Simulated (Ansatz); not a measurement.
Crystal: Ga.

```
Ga
1.0
     2.77842    0.00000    0.00000
     0.00000    3.28161    0.00000
    -1.34343    0.00000    3.99027
Ga
2
Direct
  0.13460 0.75000 0.77017
  0.86540 0.25000 0.22983
```

This isn't the form of Ga at room conditions, which is orthorhombic.

- Program: Ansatz 0.2.0
- Task: relaxation of cell and atoms
- Functional: PBEsol
- Potentials or basis: Ansatz PAW
- Cutoff: 420 eV (not typed: the program's choice for these potentials)
- k mesh: 10 × 8 × 7
- Occupations: fermi-dirac, width 0.05 eV
- Spin: no spin polarisation

At the start: volume 18.19 Å³/atom.

Task: How do energy, volume and symmetry change on relaxing?

Result: It ends after 8 steps and the volume is 17.97 Å³/atom (-1.2 %); space group P2_1/m (No. 11, to 0.05 Å).

The path:
| step | energy change (eV) | largest force (eV/Å) | volume (Å³) |
| --- | --- | --- | --- |
| 1 | 0.0000 | 0.0708 | 36.38 |
| 2 | -0.0056 | 0.0161 | 35.84 |
| 3 | -0.0060 | 0.0091 | 35.94 |
| 4 | -0.0064 | 0.0030 | 36.08 |
| 5 | -0.0066 | 0.0046 | 36.00 |
| 6 | -0.0067 | 0.0035 | 35.98 |
| 7 | -0.0067 | 0.0019 | 35.95 |
| 8 | -0.0066 | 0.0019 | 35.95 |

Final structure:
```yaml
crystal:
  lattice:
    - [2.76930, 0.00000, -0.03726]
    - [0.00000, 3.19254, 0.00000]
    - [-1.39254, 0.00000, 4.08477]
  atoms:
    - { symbol: Ga, position: [0.12460, 0.75000, 0.76797] }
    - { symbol: Ga, position: [0.87540, 0.25000, 0.23203] }
```

Caveat: the plane-wave basis is chosen anew once the cell has moved, so the energies of steps on either side of that aren't comparable; the PAW data sets come from PBE, with cores solved anew for the run's functional, which leaves a small shift of forces and pressure.
